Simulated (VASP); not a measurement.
Something may be wrong with this VASP 6.6.1 calculation of CoO.

The input run.py:

```python
from ase.calculators.vasp import Vasp
from ase.io import read

atoms = read('POSCAR')
atoms.set_initial_magnetic_moments([2.0, -1.0, 0.0, 0.0])
calc = Vasp(
    directory='calc',
    xc='pbe',
    pp='PBE',
    setups='recommended',
    prec='Accurate',
    encut=600,
    ediff=1e-06,
    ismear=-1,
    sigma=0.1,
    lreal=False,
    lasph=True,
    nelm=90,
    algo='Normal',
    isif=3,
    lwave=False,
    lcharg=False,
    ispin=2,
    lorbit=11,
    lmaxmix=4,
    ldautype=2,
    ldauprint=1,
    ibrion=2,
    nsw=30,
    ediffg=-0.01,
    nupdown=60,
    ldau_luj={'Co': {'L': 2, 'U': 5, 'J': 0}},
    kpts=[11, 11, 6],
    gamma=True,
)
atoms.calc = calc

print('energy (eV):', atoms.get_potential_energy())
print('free energy (eV):', atoms.get_potential_energy(force_consistent=True))
print('forces (eV/A):')
print(atoms.get_forces())
print('stress (eV/A^3, Voigt):', atoms.get_stress())
print('Fermi level (eV):', calc.get_fermi_level())
print('moment (muB):', atoms.get_magnetic_moment())
print('site moments (muB):', atoms.get_magnetic_moments())
print('cell (A, degrees):', atoms.cell.cellpar())
print('volume (A^3):', atoms.get_volume())
print('scaled positions:')
print(atoms.get_scaled_positions())
```

POSCAR

```
CoO
1.0
    1.5054695445      0.8691832468      2.4399269062
   -1.5054695445      0.8691832468      2.4399269062
    0.0000000000     -3.4767329872      4.8798538124
Co O
2 2
Direct
    0.0022140000      0.0008990000      0.9996340000
    0.0022140000      0.0008990000      0.4996340000
    0.5006670000      0.4922580000      0.2523365000
    0.5006670000      0.4922580000      0.7523365000
```

Potentials or basis: VASP PAW PBE potentials, release 64 (Co, O).

The run is started by

```console
$ python run.py
```

Output:

```text

```

OUTCAR:

```text
ENCUT = 600.000000
[... 333 lines left out ...]
  o =  0.8242  v =  0.0000  0.0000  0.0000  0.0000  0.0000  0.0000  0.0000  0.0000  0.0000  1.0000      0.0000  0.0000  0.0000  0.0000  0.0000  0.0000  0.0000  0.0000  0.0000  0.0000
```

Q: Diagnose the run.

A: The calculation hadn't finished when its time ran out. The input holds a flaw that was put in on purpose: moment fixed beyond the electrons at hand (ISPIN = 2; NUPDOWN = 60).
